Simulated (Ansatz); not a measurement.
The system is CO2.

```
O C
1.0
    -1.97473    1.97473    3.01406
     1.97473   -1.97473    3.01406
     1.97473    1.97473   -3.01406
O C
4 2
Direct
  0.87500 0.95980 0.58480
  0.37500 0.29020 0.41520
  0.04020 0.62500 0.91520
  0.70980 0.12500 0.08480
  0.00000 0.00000 0.00000
  0.75000 0.25000 0.50000
```

The cell comes from a database or a generator and needn't be the stable form of this composition.

Base run:

| Property | Result |
| --- | --- |
| Program | Ansatz 0.2.0 |
| Functional | PBEsol |
| Potentials or basis | Ansatz PAW |
| Cutoff | 420 eV (not typed: the program's choice for these potentials) |
| k mesh | 9 × 9 × 9 |
| Occupations | fermi-dirac, width 0.05 eV |
| Spin | no spin polarisation |

Its results: band gap on the k mesh 7.59 eV, indirect (least direct gap 8.05 eV); pressure -6.6 GPa; largest force 0.214 eV/Å.

The run is repeated on the same cell with these changes: functional from PBEsol to LDA. What comes out?

Band gap on the k mesh 7.46 eV, indirect (least direct gap 7.94 eV); pressure -14.0 GPa; largest force 0.551 eV/Å.

LDA binds more tightly than PBEsol, so the same cell stands under less pressure.

Caveats: the PAW data sets come from PBE, with cores solved anew for the run's functional, which leaves a small shift of forces and pressure.
